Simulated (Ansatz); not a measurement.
**Ansatz 0.2.0, relaxation: TiPbO3**

input.yaml:

```yaml
crystal:
  lattice:
    - [3.96765015, 3.96765015, 0.0]
    - [3.96765015, -3.96765015, 0.0]
    - [0.0, 0.0, 4.15120367]
  atoms:
    - { symbol: Pb, position: [0.0, 0.0, 0.0] }
    - { symbol: Pb, position: [0.5, 0.5, 0.0] }
    - { symbol: Ti, position: [0.0, 0.5, 0.5325] }
    - { symbol: Ti, position: [0.5, 0.0, 0.5325] }
    - { symbol: O, position: [0.0, 0.5, 0.096] }
    - { symbol: O, position: [0.5, 0.0, 0.096] }
    - { symbol: O, position: [0.25, 0.25, 0.596] }
    - { symbol: O, position: [0.75, 0.75, 0.596] }
    - { symbol: O, position: [0.25, 0.75, 0.596] }
    - { symbol: O, position: [0.75, 0.25, 0.596] }
kpoints:
  mp_grid: { grid: [4, 4, 6], shift: [0, 0, 0] }
magnetization:
  spin_polarized: true
scf:
  occupations: { method: fermi_dirac }
  lower_state_search: "off"
hamiltonian:
  pseudopotentials: { kind: paw }
  xc: r2scan
  hubbard:
    projectors: all-electron-ortho-atomic
    sites: [{ species: Ti, l: d, u_eff: 2.98 }]
basis:
  ecutwfc: 500
  fft_grid_basis: typed
relax:
  max_steps: 40
  cell: { p_target: 0.0 }
  f_tol: 0.03
output:
  forces: true
  stress: true
  eigenvalues: true
  bader: true
  populations: true
  elf: true
  write_potential: true
  volumetric_format: npy
  dos:
    e_range: [-12, 8]
    de: 0.05
    projected: { site_lists: { O: [O], Pb: [Pb], Ti: [Ti] } }
  write_density: true
checkpoint:
  read: saved_state
```

Launch command:

```bash
ansatz run input.yaml --threads 2 --pin off --max-ram 4096MiB --backend cpu --events-out ev --progress --plain --runs-dir out
```

Origin of the cell: a database entry, scaled a little.

The smearing width isn't typed, so it takes its default of 0.1 eV.

The saved state is a converged single point of the same cell.

Steps («new basis» is an SCF on plane waves selected anew at the same cell):

```
step  ΔF (meV/atom)  max force component (eV/Å)  P (GPa)  volume (Å³)  SCF iterations   step was
   1            0.0                       0.367    -5.82       130.70               7   accepted
   2          -10.0                       0.313     1.59       125.40               8   accepted
   3          -11.0                       0.175    -0.16       126.36               7   accepted
   4          -11.4                       0.210    -0.27       126.78               6   accepted
   5          -11.8                       0.235    -0.09       127.07               5   accepted
   6          -13.6                       0.132    -0.26       129.01               7   accepted
   7          -13.7                       0.405     0.79       131.32               7   accepted
   8          -14.3                       0.040    -0.06       130.75               7   accepted
   9          -14.5                       0.017     0.05       131.74               7   accepted
  10          -14.4                       0.030    -0.04       132.25               7   accepted
  11          -14.5                       0.007     0.02       132.16               6   accepted
  12          -14.6                       0.009     0.04       132.16               7  new basis
```

Step 1, with forces in eV/Å:

```xyz
10
Lattice="3.968 3.968 0.000 3.968 -3.968 0.000 0.000 0.000 4.151" Properties=species:S:1:pos:R:3:forces:R:3 pbc="T T T" step=1
Pb    0.000    0.000    0.000    0.000    0.000   -0.367
Pb    3.968    0.000    0.000    0.000    0.000   -0.367
Ti    1.984   -1.984    2.211    0.000    0.000   -0.241
Ti    1.984    1.984    2.211    0.000    0.000   -0.241
O     1.984   -1.984    0.399    0.000    0.000    0.171
O     1.984    1.984    0.399    0.000    0.000    0.171
O     1.984    0.000    2.474    0.000    0.000    0.219
O     5.951    0.000    2.474    0.000    0.000    0.219
O     3.968   -1.984    2.474    0.000    0.000    0.219
O     3.968    1.984    2.474    0.000    0.000    0.219
```

Step 2, with forces in eV/Å:

```xyz
10
Lattice="3.915 3.915 0.000 3.915 -3.915 0.000 0.000 0.000 4.091" Properties=species:S:1:pos:R:3:forces:R:3 pbc="T T T" step=2
Pb    0.000    0.000   -0.060    0.000    0.000    0.197
Pb    3.915    0.000   -0.060    0.000    0.000    0.197
Ti    1.957   -1.957    2.183    0.000    0.000   -0.313
Ti    1.957    1.957    2.183    0.000    0.000   -0.313
O     1.957   -1.957    0.381    0.000    0.000    0.170
O     1.957    1.957    0.381    0.000    0.000    0.170
O     1.957    0.000    2.472    0.000    0.000   -0.027
O     5.872    0.000    2.472    0.000    0.000   -0.027
O     3.915   -1.957    2.472    0.000    0.000   -0.027
O     3.915    1.957    2.472    0.000    0.000   -0.027
```

Step 3, with forces in eV/Å:

```xyz
10
Lattice="3.922 3.922 0.000 3.922 -3.922 0.000 0.000 0.000 4.108" Properties=species:S:1:pos:R:3:forces:R:3 pbc="T T T" step=3
Pb    0.000    0.000   -0.031    0.000    0.000   -0.085
Pb    3.922    0.000   -0.031    0.000    0.000   -0.085
Ti    1.961   -1.961    2.180    0.000    0.000   -0.105
Ti    1.961    1.961    2.180    0.000    0.000   -0.105
O     1.961   -1.961    0.379    0.000    0.000    0.175
O     1.961    1.961    0.379    0.000    0.000    0.175
O     1.961    0.000    2.475    0.000    0.000    0.007
O     5.882    0.000    2.475    0.000    0.000    0.007
O     3.922   -1.961    2.475    0.000    0.000    0.007
O     3.922    1.961    2.475    0.000    0.000    0.007
```

Step 4, with forces in eV/Å:

```xyz
10
Lattice="3.922 3.922 0.000 3.922 -3.922 0.000 0.000 0.000 4.122" Properties=species:S:1:pos:R:3:forces:R:3 pbc="T T T" step=4
Pb    0.000    0.000   -0.044    0.000    0.000   -0.022
Pb    3.922    0.000   -0.044    0.000    0.000   -0.022
Ti    1.961   -1.961    2.190    0.000    0.000   -0.210
Ti    1.961    1.961    2.190    0.000    0.000   -0.210
O     1.961   -1.961    0.391    0.000    0.000    0.133
O     1.961    1.961    0.391    0.000    0.000    0.133
O     1.961    0.000    2.483    0.000    0.000    0.049
O     5.883    0.000    2.483    0.000    0.000    0.049
O     3.922   -1.961    2.483    0.000    0.000    0.049
O     3.922    1.961    2.483    0.000    0.000    0.049
```

Step 5, with forces in eV/Å:

```xyz
10
Lattice="3.917 3.917 0.000 3.917 -3.917 0.000 0.000 0.000 4.140" Properties=species:S:1:pos:R:3:forces:R:3 pbc="T T T" step=5
Pb    0.000    0.000   -0.056    0.000    0.000    0.014
Pb    3.917    0.000   -0.056    0.000    0.000    0.014
Ti    1.959   -1.959    2.196    0.000    0.000   -0.235
Ti    1.959    1.959    2.196    0.000    0.000   -0.235
O     1.959   -1.959    0.402    0.000    0.000    0.090
O     1.959    1.959    0.402    0.000    0.000    0.090
O     1.959    0.000    2.498    0.000    0.000    0.065
O     5.876    0.000    2.498    0.000    0.000    0.065
O     3.917   -1.959    2.498    0.000    0.000    0.065
O     3.917    1.959    2.498    0.000    0.000    0.065
```

Step 6, with forces in eV/Å:

```xyz
10
Lattice="3.898 3.898 0.000 3.898 -3.898 0.000 0.000 0.000 4.246" Properties=species:S:1:pos:R:3:forces:R:3 pbc="T T T" step=6
Pb    0.000    0.000   -0.096    0.000    0.000   -0.001
Pb    3.898    0.000   -0.096    0.000    0.000   -0.001
Ti    1.949   -1.949    2.218    0.000    0.000   -0.132
Ti    1.949    1.949    2.218    0.000    0.000   -0.132
O     1.949   -1.949    0.441    0.000    0.000    0.127
O     1.949    1.949    0.441    0.000    0.000    0.127
O     1.949    0.000    2.583    0.000    0.000    0.003
O     5.846    0.000    2.583    0.000    0.000    0.003
O     3.898   -1.949    2.583    0.000    0.000    0.003
O     3.898    1.949    2.583    0.000    0.000    0.003
```

Step 7, with forces in eV/Å:

```xyz
10
Lattice="3.869 3.869 0.000 3.869 -3.869 0.000 0.000 0.000 4.386" Properties=species:S:1:pos:R:3:forces:R:3 pbc="T T T" step=7
Pb    0.000    0.000   -0.153    0.000    0.000    0.003
Pb    3.869    0.000   -0.153    0.000    0.000    0.003
Ti    1.935   -1.935    2.246    0.000    0.000    0.405
Ti    1.935    1.935    2.246    0.000    0.000    0.405
O     1.935   -1.935    0.506    0.000    0.000   -0.279
O     1.935    1.935    0.506    0.000    0.000   -0.279
O     1.935    0.000    2.693    0.000    0.000   -0.065
O     5.804    0.000    2.693    0.000    0.000   -0.065
O     3.869   -1.935    2.693    0.000    0.000   -0.065
O     3.869    1.935    2.693    0.000    0.000   -0.065
```

Step 8, with forces in eV/Å:

```xyz
10
Lattice="3.877 3.877 0.000 3.877 -3.877 0.000 0.000 0.000 4.349" Properties=species:S:1:pos:R:3:forces:R:3 pbc="T T T" step=8
Pb    0.000    0.000   -0.131    0.000    0.000   -0.010
Pb    3.877    0.000   -0.131    0.000    0.000   -0.010
Ti    1.939   -1.939    2.245    0.000    0.000   -0.008
Ti    1.939    1.939    2.245    0.000    0.000   -0.008
O     1.939   -1.939    0.484    0.000    0.000    0.040
O     1.939    1.939    0.484    0.000    0.000    0.040
O     1.939    0.000    2.660    0.000    0.000   -0.011
O     5.816    0.000    2.660    0.000    0.000   -0.011
O     3.877   -1.939    2.660    0.000    0.000   -0.011
O     3.877    1.939    2.660    0.000    0.000   -0.011
```

Step 9, with forces in eV/Å:

```xyz
10
Lattice="3.866 3.866 0.000 3.866 -3.866 0.000 0.000 0.000 4.407" Properties=species:S:1:pos:R:3:forces:R:3 pbc="T T T" step=9
Pb    0.000    0.000   -0.152    0.000    0.000    0.015
Pb    3.866    0.000   -0.152    0.000    0.000    0.015
Ti    1.933   -1.933    2.265    0.000    0.000   -0.017
Ti    1.933    1.933    2.265    0.000    0.000   -0.017
O     1.933   -1.933    0.509    0.000    0.000    0.006
O     1.933    1.933    0.509    0.000    0.000    0.006
O     1.933    0.000    2.700    0.000    0.000   -0.002
O     5.799    0.000    2.700    0.000    0.000   -0.002
O     3.866   -1.933    2.700    0.000    0.000   -0.002
O     3.866    1.933    2.700    0.000    0.000   -0.002
```

Step 10, with forces in eV/Å:

```xyz
10
Lattice="3.862 3.862 0.000 3.862 -3.862 0.000 0.000 0.000 4.434" Properties=species:S:1:pos:R:3:forces:R:3 pbc="T T T" step=10
Pb    0.000    0.000   -0.157    0.000    0.000   -0.016
Pb    3.862    0.000   -0.157    0.000    0.000   -0.016
Ti    1.931   -1.931    2.273    0.000    0.000    0.030
Ti    1.931    1.931    2.273    0.000    0.000    0.030
O     1.931   -1.931    0.520    0.000    0.000   -0.025
O     1.931    1.931    0.520    0.000    0.000   -0.025
O     1.931    0.000    2.718    0.000    0.000    0.005
O     5.793    0.000    2.718    0.000    0.000    0.005
O     3.862   -1.931    2.718    0.000    0.000    0.005
O     3.862    1.931    2.718    0.000    0.000    0.005
```

Step 12, with forces in eV/Å:

```xyz
10
Lattice="3.861 3.861 0.000 3.861 -3.861 0.000 0.000 0.000 4.432" Properties=species:S:1:pos:R:3:forces:R:3 pbc="T T T" step=12
Pb    0.000    0.000   -0.158    0.000    0.000    0.005
Pb    3.861    0.000   -0.158    0.000    0.000    0.005
Ti    1.931   -1.931    2.272    0.000    0.000   -0.003
Ti    1.931    1.931    2.272    0.000    0.000   -0.003
O     1.931   -1.931    0.518    0.000    0.000    0.009
O     1.931    1.931    0.518    0.000    0.000    0.009
O     1.931    0.000    2.718    0.000    0.000   -0.005
O     5.792    0.000    2.718    0.000    0.000   -0.005
O     3.861   -1.931    2.718    0.000    0.000   -0.005
O     3.861    1.931    2.718    0.000    0.000   -0.005
```

* Free energy lowered by: 14.6 meV/atom
* Volume change: 1.12 %
* Final pressure: 0.04 GPa
* Relaxation steps listed: 12

Caveats: no spin-orbit coupling, though heavy elements are present; spin is on but no moment was typed; the relaxation held the start's symmetry, so the end may be a saddle point.

The run took 6.2 min on 2 threads of Arm Neoverse V1 (shared host), peak memory 1 GiB, from a saved density.
